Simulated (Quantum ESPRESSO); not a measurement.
# GaAs (F-43m) in Quantum ESPRESSO: reference runs

Aim: a first look at GaAs with PBE, on the cell as given and on a disturbed one.

All numbers are computed with Quantum ESPRESSO 7.5; they aren't measurements. Logs are shortened: lines on timing, memory, paths and dates and some standing lists are left out, and cuts for length are marked.

**The experiment to reproduce.**

“Evidence of valence band perturbations in GaAsN/GaAs(001): A combined variable-angle spectroscopic ellipsometry and modulated photoreflectance investigation”, 2008, arxiv:0805.2212 reports, for a bulk crystal of GaAs at 300 K: band gap 1.418 ± 0.005 eV (direct).

How close the calculation comes is told below.

## 1. The structure

Symmetry: F-43m, No. 216, cubic system. The conventional cell has a = 5.654 Å, b = 5.654 Å, c = 5.654 Å, α = 90.00°, β = 90.00°, γ = 90.00°. As (site symmetry -43m) has 4 Ga at 2.45 Å as nearest neighbours. Around Ga (site symmetry -43m) lie 4 As at 2.45 Å.

## 2. Single point, PBE

pw.in reads:

```
&CONTROL
  calculation = 'scf'
  prefix = 'pwscf'
  outdir = './tmp'
  pseudo_dir = './pseudo'
  tprnfor = .true.
  tstress = .true.
  disk_io = 'nowf'
/
&SYSTEM
  ibrav = 0
  nat = 2
  ntyp = 2
  ecutwfc = 70
  ecutrho = 560
  nbnd = 15
  occupations = 'smearing'
  smearing = 'fd'
  degauss = 0.00367493
/
&ELECTRONS
  conv_thr = 4d-10
  electron_maxstep = 120
  mixing_beta = 0.5
/
ATOMIC_SPECIES
As    74.9216 As.pbe-n-rrkjus_psl.0.2.UPF
Ga    69.7230 Ga.pbe-dn-kjpaw_psl.1.0.0.UPF
CELL_PARAMETERS angstrom
   0.0000000000    2.8268500000    2.8268500000
   2.8268500000    0.0000000000    2.8268500000
   2.8268500000    2.8268500000    0.0000000000
ATOMIC_POSITIONS crystal
As     0.7500000000    0.7500000000    0.7500000000
Ga     0.0000000000    0.0000000000    0.0000000000
K_POINTS automatic
8 8 8 0 0 0
```

Potentials or basis: SSSP 1.3 efficiency PBE.

The run is started by

```bash
OMP_NUM_THREADS=1 pw.x -in pw.in > pw.out
```

pw.out:

```text
This program is part of the open-source Quantum ESPRESSO suite
     for quantum simulation of materials; please cite
         "P. Giannozzi et al., J. Phys.:Condens. Matter 21 395502 (2009);
         "P. Giannozzi et al., J. Phys.:Condens. Matter 29 465901 (2017);
         "P. Giannozzi et al., J. Chem. Phys. 152 154105 (2020);
     in publications or presentations arising from this work. More details at

     file Ga.pbe-dn-kjpaw_psl.1.0.0.UPF: wavefunction(s)  4S renormalized
     Message from routine setup:
     using ibrav=0 with symmetry is DISCOURAGED, use correct ibrav instead

     Subspace diagonalization in iterative solution of the eigenvalue problem:
     a serial algorithm will be used

     G-vector sticks info
     --------------------
     sticks:   dense  smooth     PW     G-vecs:    dense   smooth      PW
     Sum        2221    1099    313                68465    24045    3839

     Using Slab Decomposition

     bravais-lattice index     =            0
     lattice parameter (alat)  =       7.5547  a.u.
     unit-cell volume          =     304.8842 (a.u.)^3
     number of atoms/cell      =            2
     number of atomic types    =            2
     number of electrons       =        18.00
     number of Kohn-Sham states=           15
     kinetic-energy cutoff     =      70.0000  Ry
     charge density cutoff     =     560.0000  Ry
     scf convergence threshold =      4.0E-10
     mixing beta               =       0.5000
     number of iterations used =            8  plain     mixing
     Exchange-correlation= SLA  PW   PBX  PBC
                           (   1   4   3   4   0   0   0)

     celldm(1)=   7.554690  celldm(2)=   0.000000  celldm(3)=   0.000000
     celldm(4)=   0.000000  celldm(5)=   0.000000  celldm(6)=   0.000000

     crystal axes: (cart. coord. in units of alat)
               a(1) = (   0.000000   0.707107   0.707107 )
               a(2) = (   0.707107   0.000000   0.707107 )
               a(3) = (   0.707107   0.707107   0.000000 )

     reciprocal axes: (cart. coord. in units 2 pi/alat)
               b(1) = ( -0.707107  0.707107  0.707107 )
               b(2) = (  0.707107 -0.707107  0.707107 )
               b(3) = (  0.707107  0.707107 -0.707107 )

     PseudoPot. # 1 for As read from file:
     As.pbe-n-rrkjus_psl.0.2.UPF
     Pseudo is Ultrasoft + core correction, Zval =  5.0
     Generated using "atomic" code by A. Dal Corso  v.5.0.99 svn rev. 10869
     Using radial grid of 1209 points,  4 beta functions with:
                l(1) =   0
                l(2) =   0
                l(3) =   1
                l(4) =   1
     Q(r) pseudized with 0 coefficients

     PseudoPot. # 2 for Ga read from file:
     Ga.pbe-dn-kjpaw_psl.1.0.0.UPF
     Pseudo is Projector augmented-wave + core cor, Zval = 13.0
     Generated using "atomic" code by A. Dal Corso  v.5.1
     Shape of augmentation charge: PSQ
     Using radial grid of 1205 points,  6 beta functions with:
                l(1) =   0
                l(2) =   0
                l(3) =   1
                l(4) =   1
                l(5) =   2
                l(6) =   2
     Q(r) pseudized with 0 coefficients

     atomic species   valence    mass     pseudopotential
     As                5.00    74.92160     As( 1.00)
     Ga               13.00    69.72300     Ga( 1.00)

     24 Sym. Ops. (no inversion) found

   Cartesian axes

     site n.     atom                  positions (alat units)
         1        As     tau(   1) = (   1.0606602   1.0606602   1.0606602  )
         2        Ga     tau(   2) = (   0.0000000   0.0000000   0.0000000  )

     number of k points=    29  Fermi-Dirac smearing, width (Ry)=  0.0037
                       cart. coord. in units 2pi/alat
        k(    1) = (   0.0000000   0.0000000   0.0000000), wk =   0.0039062
        k(    2) = (   0.0883883   0.0883883  -0.0883883), wk =   0.0312500
        k(    3) = (   0.1767767   0.1767767  -0.1767767), wk =   0.0312500
        k(    4) = (   0.2651650   0.2651650  -0.2651650), wk =   0.0312500
        k(    5) = (  -0.3535534  -0.3535534   0.3535534), wk =   0.0156250
        k(    6) = (   0.1767767   0.0000000   0.0000000), wk =   0.0234375
[... 21 lines left out ...]
        k(   28) = (  -0.7071068   0.1767767   0.0000000), wk =   0.0468750
        k(   29) = (  -0.7071068   0.3535534   0.0000000), wk =   0.0234375

     Dense  grid:    68465 G-vectors     FFT dimensions: (  60,  60,  60)

     Smooth grid:    24045 G-vectors     FFT dimensions: (  45,  45,  45)

     Initial potential from superposition of free atoms

     starting charge      17.9968, renormalised to      18.0000
     Starting wfcs are   13 randomized atomic wfcs +    2 random wfcs
     Checking if some PAW data can be deallocated...

     Self-consistent Calculation

     iteration #  1     ecut=    70.00 Ry     beta= 0.50
     Davidson diagonalization with overlap
     ethr =  1.00E-02,  avg # of iterations =  5.7

     Threshold (ethr) on eigenvalues was too large:
     Diagonalizing with lowered threshold

     Davidson diagonalization with overlap
     ethr =  2.42E-04,  avg # of iterations =  7.1

     total energy              =    -296.16549232 Ry
     estimated scf accuracy    <       0.04937326 Ry

     iteration #  2     ecut=    70.00 Ry     beta= 0.50
     Davidson diagonalization with overlap
     ethr =  2.74E-04,  avg # of iterations =  2.0

     total energy              =    -296.17296336 Ry
     estimated scf accuracy    <       0.00553284 Ry

     iteration #  3     ecut=    70.00 Ry     beta= 0.50
     Davidson diagonalization with overlap
     ethr =  3.07E-05,  avg # of iterations =  6.4

     total energy              =    -296.17521600 Ry
     estimated scf accuracy    <       0.00235001 Ry

     iteration #  4     ecut=    70.00 Ry     beta= 0.50
     Davidson diagonalization with overlap
     ethr =  1.31E-05,  avg # of iterations =  3.5

     total energy              =    -296.17550139 Ry
     estimated scf accuracy    <       0.00036457 Ry

     iteration #  5     ecut=    70.00 Ry     beta= 0.50
     Davidson diagonalization with overlap
     c_bands:  1 eigenvalues not converged
     ethr =  2.03E-06,  avg # of iterations =  6.3

     total energy              =    -296.17563481 Ry
     estimated scf accuracy    <       0.00005167 Ry

     iteration #  6     ecut=    70.00 Ry     beta= 0.50
     Davidson diagonalization with overlap
     ethr =  2.87E-07,  avg # of iterations =  4.5

     total energy              =    -296.17565082 Ry
     estimated scf accuracy    <       0.00000175 Ry

     iteration #  7     ecut=    70.00 Ry     beta= 0.50
     Davidson diagonalization with overlap
     ethr =  9.74E-09,  avg # of iterations =  5.5

     total energy              =    -296.17565322 Ry
     estimated scf accuracy    <       0.00000007 Ry

     iteration #  8     ecut=    70.00 Ry     beta= 0.50
     Davidson diagonalization with overlap
     ethr =  3.68E-10,  avg # of iterations =  5.2

     total energy              =    -296.17565329 Ry
     estimated scf accuracy    <       0.00000014 Ry

     iteration #  9     ecut=    70.00 Ry     beta= 0.50
     Davidson diagonalization with overlap
     ethr =  3.68E-10,  avg # of iterations =  1.2

     total energy              =    -296.17565330 Ry
     estimated scf accuracy    <          5.1E-10 Ry

     iteration # 10     ecut=    70.00 Ry     beta= 0.50
     Davidson diagonalization with overlap
     ethr =  2.82E-12,  avg # of iterations =  8.8

     total energy              =    -296.17565330 Ry
     estimated scf accuracy    <          3.2E-09 Ry

     iteration # 11     ecut=    70.00 Ry     beta= 0.50
     Davidson diagonalization with overlap
     ethr =  2.82E-12,  avg # of iterations =  1.0

     total energy              =    -296.17565330 Ry
     estimated scf accuracy    <          2.0E-09 Ry

     iteration # 12     ecut=    70.00 Ry     beta= 0.50
     Davidson diagonalization with overlap
     ethr =  2.82E-12,  avg # of iterations =  4.9

     End of self-consistent calculation

          k = 0.0000 0.0000 0.0000 (  2975 PWs)   bands (ev):

    -8.0740  -8.0740  -8.0740  -7.9961  -7.9961  -6.0110   6.7135   6.7135
     6.7135   7.2476  10.4472  10.4472  10.4472  14.3928  16.8768

          k = 0.0884 0.0884-0.0884 (  3008 PWs)   bands (ev):

    -8.0874  -8.0704  -8.0704  -7.9962  -7.9962  -5.8286   4.7526   6.4772
     6.4772   8.3172  10.7980  10.7980  10.9166  15.3304  16.0247

          k = 0.1768 0.1768-0.1768 (  2989 PWs)   bands (ev):

    -8.1166  -8.0627  -8.0627  -7.9954  -7.9954  -5.3194   2.5754   6.0359
     6.0359   8.1713  11.3179  11.3179  12.6872  15.7693  15.7865

          k = 0.2652 0.2652-0.2652 (  3004 PWs)   bands (ev):

    -8.1428  -8.0567  -8.0567  -7.9930  -7.9930  -4.6377   0.8282   5.6962
     5.6962   7.8409  11.4022  11.4022  14.3969  15.7620  16.9793

          k =-0.3536-0.3536 0.3536 (  2998 PWs)   bands (ev):

    -8.1528  -8.0547  -8.0547  -7.9914  -7.9914  -4.2494   0.0760   5.5743
     5.5743   7.7154  11.3489  11.3489  14.5310  17.1618  18.7071

          k = 0.1768 0.0000 0.0000 (  2998 PWs)   bands (ev):

    -8.0950  -8.0670  -8.0670  -7.9990  -7.9940  -5.7679   4.7256   6.0553
     6.0553   9.0830   9.8137  11.4138  11.4138  14.7785  15.6941

          k = 0.2652 0.0884-0.0884 (  2988 PWs)   bands (ev):

    -8.1183  -8.0605  -8.0589  -8.0012  -7.9920  -5.3660   3.0835   5.5452
     5.5667   9.2535  10.1560  12.1585  12.2617  14.6070  16.9025

          k = 0.3536 0.1768-0.1768 (  3006 PWs)   bands (ev):

    -8.1421  -8.0551  -8.0522  -8.0001  -7.9903  -4.7248   1.3280   4.9465
     5.2758   8.9719  10.8851  12.2967  12.9377  16.0629  16.9725

          k =-0.2652-0.4419 0.4419 (  3015 PWs)   bands (ev):

    -8.1550  -8.0526  -8.0498  -7.9960  -7.9906  -4.1754   0.2313   4.5162
     5.2669   8.7855  11.0559  12.0250  14.4806  16.3915  18.1369

          k =-0.1768-0.3536 0.3536 (  3019 PWs)   bands (ev):

    -8.1514  -8.0528  -8.0518  -7.9942  -7.9932  -4.3134   0.4855   4.3787
     5.5334   8.8196  11.2708  11.7721  14.4937  16.4960  16.5013

          k =-0.0884-0.2652 0.2652 (  3012 PWs)   bands (ev):

    -8.1324  -8.0582  -8.0561  -7.9979  -7.9932  -4.9562   1.8756   4.6082
     5.9934   9.0333  11.4667  11.4693  12.8592  15.0591  16.5479

          k = 0.0000-0.1768 0.1768 (  3012 PWs)   bands (ev):

    -8.1063  -8.0664  -8.0629  -7.9982  -7.9944  -5.5363   3.5770   5.3495
     6.4342   9.0194  10.7980  10.9287  12.1233  15.0075  16.0097

          k = 0.3536 0.0000 0.0000 (  3042 PWs)   bands (ev):

    -8.1373  -8.0498  -8.0498  -8.0076  -7.9890  -5.0843   2.6254   5.0236
     5.0236   8.6923   9.9923  13.3434  13.3434  14.1750  17.9159

          k = 0.4419 0.0884-0.0884 (  3011 PWs)   bands (ev):

    -8.1556  -8.0435  -8.0417  -8.0100  -7.9869  -4.5391   1.4483   4.2980
     4.6939   8.8263  10.0458  13.1637  13.9361  16.2405  18.9751

          k =-0.1768-0.5303 0.5303 (  3018 PWs)   bands (ev):

    -8.1646  -8.0438  -8.0385  -8.0065  -7.9879  -3.9603   0.4415   3.4783
     4.6762   8.9140  11.4279  12.9675  13.6885  17.1432  18.8431

          k =-0.0884-0.4419 0.4419 (  3027 PWs)   bands (ev):

    -8.1621  -8.0469  -8.0409  -8.0003  -7.9928  -3.8676   0.3136   3.0638
     4.9723   9.1221  12.1771  13.1751  14.0947  15.3216  16.5120

          k = 0.0000-0.3536 0.3536 (  3008 PWs)   bands (ev):

    -8.1499  -8.0507  -8.0486  -7.9974  -7.9951  -4.3733   1.0700   3.3492
     5.4943   9.4500  12.3378  12.3907  12.5814  15.1382  17.1372

          k = 0.5303 0.0000 0.0000 (  3018 PWs)   bands (ev):

    -8.1719  -8.0321  -8.0321  -8.0172  -7.9839  -4.1245   0.8029   4.2948
     4.2948   8.1680   9.0057  15.4866  15.4866  16.1222  19.1669

          k =-0.0884-0.6187 0.6187 (  3017 PWs)   bands (ev):

    -8.1783  -8.0314  -8.0283  -8.0164  -7.9840  -3.6685   0.1660   3.6012
     4.2092   8.4130   9.3793  15.2345  15.7293  17.4923  19.2994

          k = 0.0000-0.5303 0.5303 (  3032 PWs)   bands (ev):

    -8.1731  -8.0384  -8.0314  -8.0095  -7.9883  -3.5468   0.0815   2.8545
     4.4577   8.6705  11.3571  14.7050  14.8061  15.4073  17.3296

          k =-0.7071 0.0000 0.0000 (  3026 PWs)   bands (ev):

    -8.1847  -8.0246  -8.0246  -8.0214  -7.9818  -3.5107  -0.1042   4.0391
     4.0391   8.1723   8.3589  16.9266  16.9266  17.7190  20.0891

          k = 0.3536 0.1768 0.0000 (  3007 PWs)   bands (ev):

    -8.1389  -8.0534  -8.0506  -8.0038  -7.9902  -4.8904   2.0328   4.3159
     5.4143   9.7646  10.2474  12.0811  13.0631  15.2083  17.7232

          k =-0.2652-0.4419 0.6187 (  3020 PWs)   bands (ev):

    -8.1551  -8.0499  -8.0439  -8.0023  -7.9904  -4.2596   0.8228   3.6615
     4.9784   9.8051  10.9168  12.2569  13.6502  16.2767  17.6330

          k =-0.1768-0.3536 0.5303 (  3026 PWs)   bands (ev):

    -8.1612  -8.0492  -8.0414  -7.9998  -7.9916  -3.9073   0.2273   3.4874
     4.7766   9.7484  10.8844  13.0693  14.4347  15.2728  18.4239

          k =-0.1768-0.5303 0.7071 (  3011 PWs)   bands (ev):

    -8.1677  -8.0398  -8.0342  -8.0113  -7.9864  -4.0106   0.6664   3.6719
     4.2376   9.3582   9.9174  13.0128  15.4017  16.7714  18.6165

          k =-0.0884-0.4419 0.6187 (  3024 PWs)   bands (ev):

    -8.1703  -8.0424  -8.0318  -8.0074  -7.9894  -3.6144   0.1802   3.0513
     4.0601   9.7132  11.4288  12.6290  14.5872  16.1977  18.9961

          k = 0.0000-0.3536 0.5303 (  3030 PWs)   bands (ev):

    -8.1651  -8.0463  -8.0352  -8.0033  -7.9921  -3.7547   0.3492   2.9080
     4.4018  10.0569  11.9673  12.1537  14.4705  15.4631  17.2112

          k =-0.7071 0.1768 0.0000 (  3016 PWs)   bands (ev):

    -8.1786  -8.0334  -8.0278  -8.0139  -7.9854  -3.4817  -0.0178   3.5735
     3.6669   9.2743   9.4676  14.8964  15.0877  17.7735  19.0629

          k =-0.7071 0.3536 0.0000 (  3028 PWs)   bands (ev):

    -8.1716  -8.0431  -8.0291  -8.0066  -7.9908  -3.4522   0.0800   3.1805
     3.3682  11.3421  11.4369  12.1567  12.7664  17.8349  19.0111

     the Fermi energy is     7.0097 ev

!    total energy              =    -296.17565330 Ry
     estimated scf accuracy    <          2.4E-10 Ry
     smearing contrib. (-TS)   =      -0.00000159 Ry
     internal energy E=F+TS    =    -296.17565171 Ry

     The total energy is F=E-TS. E is the sum of the following terms:
     one-electron contribution =    -119.66351680 Ry
     hartree contribution      =      75.19034181 Ry
     xc contribution           =     -47.43482959 Ry
     ewald contribution        =     -93.01011532 Ry
     one-center paw contrib.   =    -111.25753181 Ry

     convergence has been achieved in  12 iterations

     Forces acting on atoms (cartesian axes, Ry/au):

     atom    1 type  1   force =     0.00000000   -0.00000000    0.00000000
     atom    2 type  2   force =     0.00000000    0.00000000    0.00000000

     Total force =     0.000000     Total SCF correction =     0.000000

     Computing stress (Cartesian axis) and pressure

          total   stress  (Ry/bohr**3)                   (kbar)     P=       33.26
   0.00022611   0.00000000   0.00000000           33.26        0.00        0.00
   0.00000000   0.00022611   0.00000000            0.00       33.26        0.00
   0.00000000   0.00000000   0.00022611            0.00        0.00       33.26

=------------------------------------------------------------------------------=
   JOB DONE.
=------------------------------------------------------------------------------=
```

Wall time 35 s (1 thread of Intel Xeon 6975P-C (Granite Rapids), shared host); peak memory 0.31 GiB.

What came out:

```yaml
Free_energy: -4029.6750 eV
Pressure: 3.3 GPa
Band_gap_on_the_k_mesh: 0.53 eV, direct
```

[end of part 1 of 2]
